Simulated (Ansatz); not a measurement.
# InSe: the cost of one run

Program: Ansatz 0.2.0. Level of theory: DFT, levels as named, plane waves, PAW. These are calculated values, not measurements.

The COD entry's cell or inner coordinates are ideal or old and differ from later refinements, so a difference from it is no clean test against experiment.

## (1) Starting point

It takes space group R3m (No. 160, trigonal). The conventional cell has a = 4.000 Å, b = 4.000 Å, c = 25.320 Å, α = 90.00°, β = 90.00°, γ = 120.00°. In (site symmetry 3m) has 3 Se at 2.64 Å and 1 In at 2.82 Å as nearest neighbours. Around In (site symmetry 3m) lie 3 Se at 2.63 Å and 1 In at 2.82 Å. Se (site symmetry 3m) is surrounded by 3 In at 2.64 Å. Se (site symmetry 3m) is surrounded by 3 In at 2.63 Å.

As a file:

```
In Se
1.0
     2.00000    1.15470    8.44000
    -2.00000    1.15470    8.44000
     0.00000   -2.30940    8.44000
In Se
2 2
Cartesian
  0.0000 0.0000 0.0000
  0.0000 0.0000 2.8206
  0.0000 0.0000 15.6098
  0.0000 0.0000 20.9675
```

## (2) Relaxation with PBE

input.yaml

```yaml
crystal:
  lattice:
    - [2.0, 1.15470054, 8.44]
    - [-2.0, 1.15470054, 8.44]
    - [0.0, -2.30940108, 8.44]
  atoms:
    - { symbol: In, position: [0.0, 0.0, 0.0] }
    - { symbol: In, position: [0.1114, 0.1114, 0.1114] }
    - { symbol: Se, position: [0.6165, 0.6165, 0.6165] }
    - { symbol: Se, position: [0.8281, 0.8281, 0.8281] }
  symmetry: { tolerance: 0.0003 }
hamiltonian:
  xc: pbe
  pseudopotentials: { kind: paw, azcp: { folder: soft_1 } }
basis:
  ecutwfc: 420
magnetization:
  spin_polarized: false
scf:
  occupations: { method: fermi_dirac, width: 0.02 }
kpoints:
  mp_grid: { grid: [8, 8, 8], shift: [0, 0, 0] }
output:
  forces: true
  stress: true
  eigenvalues: true
relax:
  max_steps: 60
  cell: {}
```

Command:

```
> ansatz run input.yaml --threads 2 --pin off --max-ram 5632MiB --backend cpu --events-out ev --progress --plain --runs-dir out
```

Q: Estimate wall time and peak memory on 2 threads of Intel Xeon Platinum 8259CL at 2.50GHz (Skylake/Cascade Lake), shared host.

About 2.2 min, with a peak of 0.6 GiB.
